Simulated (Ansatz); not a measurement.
PtTe2

Method: r²SCAN, scalar-relativistic; no spin polarisation; PAW, 500 eV, 10×10×6 k-mesh, Gaussian smearing of 0.05 eV; code Ansatz; PAW files: Ansatz's generated set soft_2.

Space group P-3m1 (No. 164). a = 4.048 Å, b = 4.048 Å, c = 5.528 Å, α = 90.00°, β = 90.00°, γ = 120.00°
| atom | site | symmetry | x | y | z |
| --- | --- | --- | --- | --- | --- |
| Te | 2d | 3m. | 0.3333 | 0.6667 | 0.2468 |
| Pt | 1a | -3m. | 0.0000 | 0.0000 | 0.0000 |

The chain of runs began from a cell as deposited in COD, expanded in volume. Of that entry: the entry's cell lengths or inner coordinates differ somewhat from later room-temperature determinations.

Cell and atoms are those of this level's equilibrium.

The run used a cell of 3 atoms; the mesh refers to it.

```json
{"Volume": "26.15 Å³/atom"}
```

Task: What does r²SCAN give for the Bader charges?

Result: Te 0.21; Pt -0.43 e.

Task: Fill in the band gap (r²SCAN).

Result: zero (metallic).

Task: Estimate the formation energy from the elements (0 K, uncorrected) at this level of theory (r²SCAN).

Result: -0.43 eV/atom.

**The experiment.** The Crystallography Open Database holds a cell as deposited of trigonal PtTe2 (space group P-3m1), temperature not stated (1965): a, c = 4.026, 5.221 Å, 24.43 Å³/atom.

**Comparison.** The computed cell (4.048, 5.528 Å, 26.15 Å³/atom) differs from the database's by +7.0 % in volume, about +2.3 % in length. The axes miss by +0.5 %, +5.9 %. The axes miss by different amounts; where weakly bound layers or chains set an axis, functionals without a dispersion term leave it too long. Spin–orbit coupling, left out, also moves the volume of such heavy elements' compounds. The database's entry may also be off.

These numbers lack spin–orbit coupling. The structure is layered, and this functional has no dispersion term, so the layers' spacing is poorly fixed, often too long, and so is what hangs on it.
